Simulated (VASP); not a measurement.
**Vibrations of CuI (Marshite): a test of the settings**

How far do the zone-centre frequencies of CuI (Marshite) depend on the numerical settings? The starting structure is a measured crystal structure from the Crystallography Open Database.

Calculated with VASP 6.6.1; Kohn-Sham DFT with plane waves and PAW; LDA.

The database entry behind the starting cell differs from later determinations by our own check (about 0.15 % long (mineral sample)), so it need not match the best structure at ambient conditions.

### Step 1. The structure

It takes space group F-43m (No. 216, cubic). Conventional cell: a = 6.063 Å, b = 6.063 Å, c = 6.063 Å, α = 90.00°, β = 90.00°, γ = 90.00°. I has 4 Cu at 2.63 Å nearest. Nearest to Cu lie 4 I at 2.63 Å. Farther neighbours and most contacts between anions are not listed.

### Step 2. Reference modes

The cell comes from a relaxation at this level, not shown (50.33 Å³).

Contents of INCAR:

```
SYSTEM = CuI
PREC = Accurate
ENCUT = 450
EDIFF = 1E-08
NELM = 100
ISMEAR = 0
SIGMA = 0.03
LREAL = .FALSE.
ALGO = Normal
GGA = CA
NBANDS = 15
LORBIT = 11
LWAVE = .FALSE.
LCHARG = .FALSE.
KPAR = 4
IBRION = 8
LEPSILON = .TRUE.
ISIF = 2
```

Contents of POSCAR:

```
CuI
1.0
    0.0000000000      2.9304679866      2.9304679866
    2.9304679866      0.0000000000      2.9304679866
    2.9304679866      2.9304679866      0.0000000000
I Cu
1 1
Direct
    0.0000000000      0.0000000000      0.0000000000
    0.7500000000      0.7500000000      0.7500000000
```

Contents of KPOINTS:

```
Automatic mesh
0
Gamma
10 10 10
0 0 0
```

The projector-augmented-wave data sets are I and Cu (LDA family, release 64).

Launch:

```sh
$ mpirun -np 4 vasp_std
```

The program printed:

```text
[banner, memory and clock lines left out]
running    4 mpi-ranks, on    1 nodes
 distrk:  each k-point on    1 cores,    4 groups
 distr:  one band on    1 cores,    1 groups

 POSCAR found type information on POSCAR I Cu
 POSCAR found :  2 types and       2 ions
 LDA part: xc-table for (Slater(with rela. corr.)+CA(PZ))
 , standard interpolation
 POSCAR, INCAR and KPOINTS ok, starting setup
 FFT: planning ... GRIDC
 FFT: planning ... GRID_SOFT
 FFT: planning ... GRID
 WAVECAR not read
 entering main loop
       N       E                     dE             d eps       ncg     rms          rms(c)
DAV:   1     0.905187938422E+02    0.90519E+02   -0.69894E+03  1417   0.119E+03
DAV:   2    -0.142243968386E+01   -0.91941E+02   -0.84243E+02  1501   0.235E+02
DAV:   3    -0.716203576821E+01   -0.57396E+01   -0.56507E+01  1872   0.632E+01
DAV:   4    -0.732154017981E+01   -0.15950E+00   -0.15945E+00  1601   0.992E+00
DAV:   5    -0.733037680373E+01   -0.88366E-02   -0.88365E-02  2191   0.262E+00    0.649E+00
DAV:   6    -0.722294416877E+01    0.10743E+00   -0.40646E+00  1467   0.595E+01    0.405E+00
DAV:   7    -0.700367951040E+01    0.21926E+00   -0.97090E-01  1599   0.362E+01    0.199E+00
DAV:   8    -0.700036938163E+01    0.33101E-02   -0.53459E-02  2192   0.373E+00    0.551E-01
DAV:   9    -0.699639391320E+01    0.39755E-02   -0.11192E-02  1789   0.335E+00    0.267E-01
DAV:  10    -0.699641326902E+01   -0.19356E-04   -0.64264E-04  1798   0.176E-01    0.185E-01
DAV:  11    -0.699623940512E+01    0.17386E-03   -0.87616E-04  1831   0.105E+00    0.340E-02
DAV:  12    -0.699624404160E+01   -0.46365E-05   -0.10395E-04  2020   0.123E-01    0.428E-02
DAV:  13    -0.699624282273E+01    0.12189E-05   -0.41721E-06  2206   0.149E-02    0.149E-02
DAV:  14    -0.699624185862E+01    0.96411E-06   -0.11763E-06  2091   0.357E-02    0.477E-03
DAV:  15    -0.699624167702E+01    0.18160E-06   -0.10729E-06  2139   0.302E-02    0.168E-03
DAV:  16    -0.699624169771E+01   -0.20681E-07   -0.12936E-07  2199   0.460E-03    0.195E-03
DAV:  17    -0.699624168719E+01    0.10513E-07   -0.22739E-08  1321   0.540E-03    0.561E-04
DAV:  18    -0.699624168654E+01    0.65529E-09   -0.33090E-09   915   0.121E-03
   1 F= -.69962417E+01 E0= -.69962417E+01  d E =-.799759E-21
 Linear response reoptimize wavefunctions to high precision
DAV:   1    -0.699624168666E+01   -0.12551E-09   -0.25908E-09  1423   0.890E-04
DAV:   2    -0.699624168671E+01   -0.47748E-10   -0.46795E-10   845   0.195E-04
 Linear response G [H, r] |phi>, progress :
  Direction:   1
       N       E                     dE             d eps       ncg     rms
RMM:   1    -0.633973776774E+02   -0.63397E+02    0.66681E+01  2005   0.217E+02
RMM:   2    -0.617466504107E+02    0.16507E+01   -0.78390E+00  2143   0.539E+01
RMM:   3    -0.643118987238E+02   -0.25652E+01   -0.88701E+00  2447   0.207E+01
RMM:   4    -0.645240741495E+02   -0.21218E+00   -0.84739E-01  2596   0.573E+00
RMM:   5    -0.645397524811E+02   -0.15678E-01   -0.47764E-02  2490   0.153E+00
RMM:   6    -0.645410345701E+02   -0.12821E-02   -0.14639E-02  2552   0.496E-01
RMM:   7    -0.645399697652E+02    0.10648E-02    0.12307E-03  2540   0.165E-01
RMM:   8    -0.645400755564E+02   -0.10579E-03    0.99023E-04  2516   0.451E-02
RMM:   9    -0.645401454590E+02   -0.69903E-04    0.34404E-04  2553   0.152E-02
RMM:  10    -0.645401279863E+02    0.17473E-04    0.52617E-04  2555   0.539E-03
RMM:  11    -0.645401334652E+02   -0.54789E-05    0.47225E-04  2542   0.283E-03
RMM:  12    -0.645401328229E+02    0.64223E-06    0.47868E-04  2264   0.177E-03
RMM:  13    -0.645401320898E+02    0.73318E-06    0.48610E-04  1933   0.172E-03
RMM:  14    -0.645401464678E+02   -0.14378E-04    0.34231E-04  1667   0.157E-03
RMM:  15    -0.645401643188E+02   -0.17851E-04    0.16382E-04  1497   0.157E-03
RMM:  16    -0.645401396694E+02    0.24649E-04    0.41029E-04  1430   0.152E-03
RMM:  17    -0.645401537277E+02   -0.14058E-04    0.26966E-04  1365   0.153E-03
 Linear response G [H, r] |phi>, progress :
  Direction:   2
       N       E                     dE             d eps       ncg     rms
RMM:   1    -0.614650742502E+02   -0.61465E+02    0.61443E+01  2014   0.218E+02
RMM:   2    -0.644157066944E+02   -0.29506E+01   -0.69580E+00  2149   0.508E+01
RMM:   3    -0.669182125296E+02   -0.25025E+01   -0.76924E+00  2448   0.192E+01
RMM:   4    -0.671084489100E+02   -0.19024E+00   -0.75913E-01  2586   0.542E+00
RMM:   5    -0.671233252885E+02   -0.14876E-01   -0.45000E-02  2487   0.147E+00
RMM:   6    -0.671246006877E+02   -0.12754E-02   -0.15594E-02  2555   0.488E-01
RMM:   7    -0.671235872479E+02    0.10134E-02    0.68692E-05  2543   0.157E-01
RMM:   8    -0.671235072655E+02    0.79982E-04    0.16391E-03  2535   0.407E-02
RMM:   9    -0.671237113148E+02   -0.20405E-03   -0.36043E-04  2585   0.131E-02
RMM:  10    -0.671237190535E+02   -0.77388E-05   -0.43292E-04  2561   0.489E-03
RMM:  11    -0.671237213177E+02   -0.22642E-05   -0.45491E-04  2543   0.253E-03
RMM:  12    -0.671237191287E+02    0.21890E-05   -0.43297E-04  2263   0.175E-03
RMM:  13    -0.671237202283E+02   -0.10996E-05   -0.44395E-04  1952   0.157E-03
RMM:  14    -0.671237171993E+02    0.30290E-05   -0.41366E-04  1643   0.150E-03
RMM:  15    -0.671237126227E+02    0.45766E-05   -0.36787E-04  1475   0.143E-03
[...]
dielectric tensor                  component  1 :     6.802     1.193     0.664
 Linear response to external field, progress :
  Direction:   2
       N       E                     dE             d eps       ncg     rms          rms(c)
RMM:   1    -0.411486459054E+00   -0.41149E+00    0.31041E-01  7102   0.196E+01
RMM:   2    -0.838752401106E+00   -0.42727E+00    0.11763E-01  8115   0.267E+00    0.131E+00
RMM:   3    -0.820988725247E+00    0.17764E-01    0.13277E-02  8006   0.163E+00    0.772E-01
RMM:   4    -0.836939143119E+00   -0.15950E-01   -0.34734E-02  8419   0.135E+00    0.148E-01
RMM:   5    -0.841355320878E+00   -0.44162E-02   -0.51659E-03  8570   0.465E-01    0.598E-02
RMM:   6    -0.844458218642E+00   -0.31029E-02   -0.56182E-04  8933   0.172E-01    0.233E-02
RMM:   7    -0.844416844019E+00    0.41375E-04   -0.22973E-04  8217   0.692E-02    0.194E-02
RMM:   8    -0.844461272864E+00   -0.44429E-04    0.68586E-05  8163   0.361E-02    0.116E-02
RMM:   9    -0.844606213249E+00   -0.14494E-03    0.13018E-06  9453   0.159E-02    0.317E-03
RMM:  10    -0.844581136518E+00    0.25077E-04   -0.35782E-07  9037   0.436E-03    0.159E-03
RMM:  11    -0.844579767945E+00    0.13686E-05    0.66028E-07  9172   0.163E-03    0.231E-04
RMM:  12    -0.844583374723E+00   -0.36068E-05    0.20686E-07  9179   0.640E-04    0.776E-05
RMM:  13    -0.844583932907E+00   -0.55818E-06    0.12162E-07  8170   0.253E-04    0.647E-05
RMM:  14    -0.844583856128E+00    0.76779E-07    0.41004E-08  6370   0.123E-04    0.749E-06
 change of polarisation eV/A/(eV/A) component  2 :     0.305     1.614     0.148
 dielectric tensor                  component  2 :     1.097     6.802     0.532
 Linear response to external field, progress :
  Direction:   3
       N       E                     dE             d eps       ncg     rms          rms(c)
RMM:   1    -0.411153584811E+00   -0.41115E+00    0.31374E-01  7103   0.196E+01
RMM:   2    -0.838794764055E+00   -0.42764E+00    0.11731E-01  8116   0.267E+00    0.131E+00
RMM:   3    -0.821009403698E+00    0.17785E-01    0.13171E-02  8011   0.162E+00    0.772E-01
RMM:   4    -0.836951472378E+00   -0.15942E-01   -0.34729E-02  8416   0.135E+00    0.148E-01
RMM:   5    -0.841342291715E+00   -0.43908E-02   -0.51847E-03  8566   0.465E-01    0.602E-02
RMM:   6    -0.844456409363E+00   -0.31141E-02   -0.55589E-04  8931   0.171E-01    0.232E-02
RMM:   7    -0.844419100690E+00    0.37309E-04   -0.22655E-04  8213   0.691E-02    0.191E-02
RMM:   8    -0.844463192153E+00   -0.44091E-04    0.63188E-05  8163   0.362E-02    0.115E-02
RMM:   9    -0.844605451586E+00   -0.14226E-03    0.78608E-07  9459   0.159E-02    0.317E-03
RMM:  10    -0.844581363613E+00    0.24088E-04    0.19426E-07  8997   0.434E-03    0.159E-03
RMM:  11    -0.844579792069E+00    0.15715E-05    0.60741E-07  9228   0.163E-03    0.246E-04
RMM:  12    -0.844583392479E+00   -0.36004E-05    0.17422E-07  9155   0.637E-04    0.749E-05
RMM:  13    -0.844584101333E+00   -0.70885E-06    0.10098E-07  8199   0.254E-04    0.614E-05
RMM:  14    -0.844583836970E+00    0.26436E-06    0.38572E-08  6421   0.123E-04    0.112E-05
RMM:  15    -0.844583911162E+00   -0.74192E-07    0.81452E-08  5111   0.823E-05    0.121E-05
RMM:  16    -0.844584042894E+00   -0.13173E-06    0.35080E-08  4192   0.687E-05    0.146E-06
 change of polarisation eV/A/(eV/A) component  3 :     0.244     0.272     1.614
 dielectric tensor                  component  3 :     0.878     0.979     6.802
 Linear response DOF=           2
 Linear response progress:
  Degree of freedom:   1/  2
       N       E                     dE             d eps       ncg     rms          rms(c)
RMM:   1    -0.762088330605E-01   -0.76209E-01    0.89676E-02 11466   0.238E+00
RMM:   2    -0.771868070379E-01   -0.97797E-03   -0.70003E-03  8016   0.100E+00    0.106E-01
RMM:   3    -0.778542538119E-01   -0.66745E-03   -0.24501E-03  9021   0.339E-01    0.477E-02
RMM:   4    -0.779040315852E-01   -0.49778E-04   -0.21744E-04  9111   0.999E-02    0.460E-02
RMM:   5    -0.779523449826E-01   -0.48313E-04   -0.27535E-05  8836   0.371E-02    0.481E-03
RMM:   6    -0.779389209245E-01    0.13424E-04   -0.29321E-06  8991   0.112E-02    0.149E-03
RMM:   7    -0.779265811424E-01    0.12340E-04   -0.22861E-07  9194   0.438E-03    0.699E-04
RMM:   8    -0.779233538878E-01    0.32273E-05   -0.15107E-07  8759   0.191E-03    0.646E-04
RMM:   9    -0.779228778337E-01    0.47605E-06   -0.27208E-08  9356   0.831E-04    0.609E-04
RMM:  10    -0.779229618565E-01   -0.84023E-07   -0.20287E-08  9206   0.266E-04    0.188E-04
RMM:  11    -0.779225966944E-01    0.36516E-06   -0.10747E-08  9445   0.117E-04    0.102E-04
RMM:  12    -0.779225177327E-01    0.78962E-07   -0.68107E-09  9261   0.571E-05    0.611E-05
RMM:  13    -0.779224483442E-01    0.69388E-07   -0.49133E-09  9070   0.404E-05    0.247E-06
RMM:  14    -0.779224411723E-01    0.71719E-08   -0.56683E-09  9688   0.291E-05    0.444E-06
 first order change of Fermi-energy   0.28000E-03
 force on displaced ion       1 direction 1 :  -3.792   0.000   0.000
 Born effective charge ion    1 direction 1 :  -0.965   0.000   0.000
 Linear response progress:
  Degree of freedom:   2/  2
       N       E                     dE             d eps       ncg     rms          rms(c)
RMM:   1    -0.246930411608E+00   -0.24693E+00   -0.12784E-01  7279   0.512E+00
RMM:   2    -0.246960894220E+00   -0.30483E-04   -0.82871E-03  7079   0.108E+00    0.869E-02
RMM:   3    -0.247314276385E+00   -0.35338E-03   -0.10787E-03  8042   0.262E-01    0.517E-02
RMM:   4    -0.247637022932E+00   -0.32275E-03   -0.10037E-04  8521   0.789E-02    0.494E-03
RMM:   5    -0.247631606146E+00    0.54168E-05   -0.60167E-06  8566   0.194E-02    0.398E-03
RMM:   6    -0.247626655412E+00    0.49507E-05   -0.60388E-07  8721   0.731E-03    0.171E-03
RMM:   7    -0.247632849177E+00   -0.61938E-05   -0.16248E-07  8753   0.314E-03    0.107E-03
RMM:   8    -0.247630505233E+00    0.23439E-05   -0.27139E-08  8783   0.102E-03    0.242E-04
RMM:   9    -0.247630326070E+00    0.17916E-06   -0.61766E-09  9086   0.381E-04    0.130E-04
RMM:  10    -0.247630218609E+00    0.10746E-06   -0.25672E-09  8354   0.159E-04    0.499E-05
RMM:  11    -0.247630215200E+00    0.34094E-08   -0.41255E-10  8712   0.115E-04    0.294E-05
 first order change of Fermi-energy  -0.44860E-04
 force on displaced ion       2 direction 1 :  -3.839   0.000   0.000
 Born effective charge ion    2 direction 1 :   0.960   0.000   0.000
 Born effective charges drift removed
 Linear response finished
```

The job ended after 4.2 min (4 MPI ranks of AMD EPYC 7R43, shared host; peak memory 1.4 GiB).

The logs omit lines about the potential files and the build; timing stands in the text.

OUTCAR, selected parts (step 2):

```text
ion  position               nearest neighbor table
   1  0.000  0.000  0.000-   2 2.54   2 2.54   2 2.54   2 2.54
   2  0.750  0.750  0.750-   1 2.54   1 2.54   1 2.54   1 2.54

  LATTYP: Found a face centered cubic cell.
 ALAT       =     5.8609359732

 Subroutine GETGRP returns: Found 24 space group operations
 (whereof 24 operations were pure point group operations)

The static configuration has the point symmetry T_d .

 Found     47 irreducible k-points:

   k-points           NKPTS =     47   k-points in BZ     NKDIM =     47   number of bands    NBANDS=     15

   dimension x,y,z NGX =    30 NGY =   30 NGZ =   30
   dimension x,y,z NGXF=    60 NGYF=   60 NGZF=   60

   ENCUT  =  450.0 eV  33.07 Ry    5.75 a.u.   7.17  7.17  7.17*2*pi/ulx,y,z

   NELECT =      18.0000    total number of electrons

 k-points in reciprocal lattice and weights: Automatic mesh
   0.00000000  0.00000000  0.00000000       0.001
   0.10000000  0.00000000  0.00000000       0.008
   0.20000000  0.00000000  0.00000000       0.008
   0.30000000  0.00000000  0.00000000       0.008
   0.40000000  0.00000000  0.00000000       0.008
   0.50000000  0.00000000  0.00000000       0.004
   0.10000000  0.10000000  0.00000000       0.006
   0.20000000  0.10000000  0.00000000       0.024
   0.30000000  0.10000000  0.00000000       0.024
[...]
-0.30000000  0.40000000  0.20000000       0.024
  -0.30000000  0.50000000  0.20000000       0.012

 average (electrostatic) potential at core
       1 -92.0922       2 -66.0729

  Total       -0.0023697     -0.0023697     -0.0023697     -0.0000000     -0.0000000      0.0000000
  in kB       -0.0754344     -0.0754344     -0.0754344     -0.0000000     -0.0000000      0.0000000
  external PRESSURE =      -0.0754344 kB  Pullay stress =       0.0000000 kB

  energy-cutoff  :      450.00
  volume of cell :       50.33
      direct lattice vectors                 reciprocal lattice vectors
     0.000000000  2.930467987  2.930467987    -0.170621212  0.170621212  0.170621212
     2.930467987  0.000000000  2.930467987     0.170621212 -0.170621212  0.170621212
     2.930467987  2.930467987  0.000000000     0.170621212  0.170621212 -0.170621212

 POSITION                                       TOTAL-FORCE (eV/Angst)
 -----------------------------------------------------------------------------------
      0.00000      0.00000      0.00000         0.000000      0.000000      0.000000
      4.39570      4.39570      4.39570        -0.000000     -0.000000     -0.000000
 -----------------------------------------------------------------------------------
    total drift:                               -0.000000     -0.000000     -0.000000

 MACROSCOPIC STATIC DIELECTRIC TENSOR (including local field effects in DFT)
 ------------------------------------------------------
           6.802124     0.000000     0.000000
           0.000000     6.802124     0.000000
           0.000000    -0.000000     6.802124
 ------------------------------------------------------

 PIEZOELECTRIC TENSOR (including local field effects)  for field in x, y, z        (C/m^2)
          XX          YY          ZZ          XY          YZ          ZX
  --------------------------------------------------------------------------------
  x    -0.00000     0.00000     0.00000     0.00000    -0.30577     0.00000
  y     0.00000     0.00000     0.00000     0.00000     0.00000    -0.30577
  z    -0.00000     0.00000    -0.00000    -0.30577     0.00000     0.00000

 BORN EFFECTIVE CHARGES (including local field effects) (in |e|, cummulative output)
 ---------------------------------------------------------------------------------
 ion    1
    1    -0.96258     0.00000     0.00000
    2     0.00000    -0.96258     0.00000
    3     0.00000     0.00000    -0.96258
 ion    2
    1     0.96258     0.00000     0.00000
    2     0.00000     0.96258     0.00000
    3     0.00000     0.00000     0.96258

 Eigenvectors and eigenvalues of the dynamical matrix
 ----------------------------------------------------

   1 f  =    4.697461 THz    29.515021 2PiTHz  156.690448 cm-1    19.427131 meV
             X         Y         Z           dx          dy          dz
      0.000000  0.000000  0.000000     0.558354    0.072236    0.118167
      4.395702  4.395702  4.395702    -0.793902   -0.102710   -0.168016

   2 f  =    4.697461 THz    29.515021 2PiTHz  156.690448 cm-1    19.427131 meV
             X         Y         Z           dx          dy          dz
      0.000000  0.000000  0.000000    -0.034469    0.547864   -0.172040
      4.395702  4.395702  4.395702     0.049011   -0.778986    0.244617

   3 f  =    4.697461 THz    29.515021 2PiTHz  156.690448 cm-1    19.427131 meV
             X         Y         Z           dx          dy          dz
      0.000000  0.000000  0.000000     0.134139   -0.159900   -0.536078
      4.395702  4.395702  4.395702    -0.190727    0.227355    0.762228

   4 f/i=    0.013569 THz     0.085258 2PiTHz    0.452621 cm-1     0.056118 meV
             X         Y         Z           dx          dy          dz
      0.000000  0.000000  0.000000    -0.045665   -0.104042    0.810030
      4.395702  4.395702  4.395702    -0.032116   -0.073173    0.569698

   5 f/i=    0.013569 THz     0.085258 2PiTHz    0.452621 cm-1     0.056118 meV
             X         Y         Z           dx          dy          dz
      0.000000  0.000000  0.000000    -0.764297   -0.280448   -0.079108
      4.395702  4.395702  4.395702    -0.537533   -0.197240   -0.055637

   6 f/i=    0.013569 THz     0.085258 2PiTHz    0.452621 cm-1     0.056118 meV
             X         Y         Z           dx          dy          dz
      0.000000  0.000000  0.000000     0.287791   -0.761304   -0.081560
      4.395702  4.395702  4.395702     0.202405   -0.535428   -0.057361

 MACROSCOPIC STATIC DIELECTRIC TENSOR IONIC CONTRIBUTION
 ------------------------------------------------------
           0.873115     0.000000     0.000000
           0.000000     0.873115     0.000000
           0.000000     0.000000     0.873115
 ------------------------------------------------------

 ELASTIC MODULI CONTR FROM IONIC RELAXATION (kBar)
 Direction    XX          YY          ZZ          XY          YZ          ZX
 --------------------------------------------------------------------------------
 XX          -0.0000      0.0000      0.0000      0.0000     -0.0000      0.0000
 YY           0.0000     -0.0000      0.0000      0.0000      0.0000      0.0000
 ZZ           0.0000      0.0000     -0.0000     -0.0000      0.0000      0.0000
 XY           0.0000      0.0000     -0.0000   -214.9993      0.0000      0.0000
 YZ          -0.0000      0.0000      0.0000      0.0000   -214.9993      0.0000
 ZX           0.0000      0.0000      0.0000      0.0000      0.0000   -214.9993
 --------------------------------------------------------------------------------

 PIEZOELECTRIC TENSOR IONIC CONTR  for field in x, y, z        (C/m^2)
          XX          YY          ZZ          XY          YZ          ZX
  --------------------------------------------------------------------------------
  x     0.00000     0.00000     0.00000     0.00000     0.40769     0.00000
  y     0.00000    -0.00000     0.00000     0.00000     0.00000     0.40769
  z     0.00000     0.00000     0.00000     0.40769     0.00000     0.00000
```

Energies printed during the response cycles are not total energies of the cell.

Reference: the zone-centre mode is T2 156.7 cm⁻¹.

(Continued in part 2 of 2.)

[Lines on the potential files, build, host, timing and source positions are cut from VASP's logs without a mark.]

[Logs are printed without paths, hosts, clocks, repeated set-up lines and the standing remarks that a program may print on its own settings, such as how far it seeks lower states.]

[Hosts, paths, dates, database ids (printed as entryN), source tags and the programs' standing remarks are cut or masked in the printed files.]
